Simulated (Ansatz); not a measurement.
The calculation used DFT PBE, scalar-relativistic, plane waves, PAW in Ansatz 0.2.0. All cells share a 420 eV cutoff and Γ-centred k meshes spaced at most about 0.3 Å⁻¹ (2π included). No spin polarisation.

Temperature and zero-point effects are left out.

Compare these two cells of AlH7, each relaxed at this level.

1.

```cif
data_structure
_symmetry_space_group_name_H-M 'P6_3/mcm'
_symmetry_Int_Tables_number 193
_cell_length_a 7.4537
_cell_length_b 7.4537
_cell_length_c 4.7812
_cell_angle_alpha 90.000
_cell_angle_beta 90.000
_cell_angle_gamma 120.000
_cell_volume 230.04
loop_
_atom_site_label
_atom_site_type_symbol
_atom_site_symmetry_multiplicity
_atom_site_Wyckoff_symbol
_atom_site_fract_x
_atom_site_fract_y
_atom_site_fract_z
_atom_site_occupancy
Al1 Al 2 b 0.00000 0.00000 0.00000 1
H1 H 8 h 0.33333 0.66667 0.42181 1
H2 H 6 g 0.00000 0.82351 0.75000 1
```

2.

```cif
data_structure
_symmetry_space_group_name_H-M 'P1'
_symmetry_Int_Tables_number 1
_cell_length_a 4.6844
_cell_length_b 7.9993
_cell_length_c 8.0757
_cell_angle_alpha 61.082
_cell_angle_beta 84.158
_cell_angle_gamma 83.348
_cell_volume 262.73
loop_
_atom_site_label
_atom_site_type_symbol
_atom_site_symmetry_multiplicity
_atom_site_Wyckoff_symbol
_atom_site_fract_x
_atom_site_fract_y
_atom_site_fract_z
_atom_site_occupancy
Al1 Al 1 a 0.96088 0.93201 0.03356 1
Al2 Al 1 a 0.46099 0.93187 0.03322 1
H1 H 1 a 0.56561 0.63842 0.64583 1
H2 H 1 a 0.48643 0.54959 0.70229 1
H3 H 1 a 0.02706 0.92534 0.55508 1
H4 H 1 a 0.92148 0.98451 0.48024 1
H5 H 1 a 0.05205 0.32691 0.53366 1
H6 H 1 a 0.13168 0.41581 0.47864 1
H7 H 1 a 0.62124 0.38458 0.13846 1
H8 H 1 a 0.50686 0.31924 0.19907 1
H9 H 1 a 0.23861 0.93935 0.86564 1
H10 H 1 a 0.17731 0.09199 0.04546 1
H11 H 1 a 0.70506 0.09946 0.87790 1
H12 H 1 a 0.21687 0.76465 0.18887 1
H13 H 1 a 0.68291 0.92411 0.20125 1
H14 H 1 a 0.74496 0.77216 0.02084 1
```

Question: Which form is favoured at zero pressure, and by what margin per atom?

Answer: Cell 2 is lower, by 25 meV/atom. Cell 1 has space group P6_3/mcm (No. 193), 14.4 Å³/atom and a gap of 2.29 eV on its mesh; cell 2 has space group P1 (No. 1), 16.4 Å³/atom and a gap of 2.57 eV. Counting H atoms around Al (those within 1.25 times the shortest such distance or 1.15 times the sum of covalent radii, 1.27 where that leaves under three), cell 1 and cell 2 both have Al 6. Cell 1 and cell 2 both hold H–H pairs as short as in free H₂ molecules. Even the lower one lies +0.07 eV/atom against the reference forms of the elements (uncorrected), a margin that errors in the energy of the gaseous reference can exceed. Origin: cell 1, invented; cell 2, invented, then shaken at random and relaxed again.

No dispersion correction is applied, so the spacing and binding between layers, chains or molecules are poorly described (P6_3/mcm, P1), and this can change margins and order among such cells. Kohn–Sham gaps at this level usually fall short of measured ones. With hydrogen, zero-point motion can shift such differences by 10 meV/atom or more. Cells relaxed within their symmetry can be saddle points.
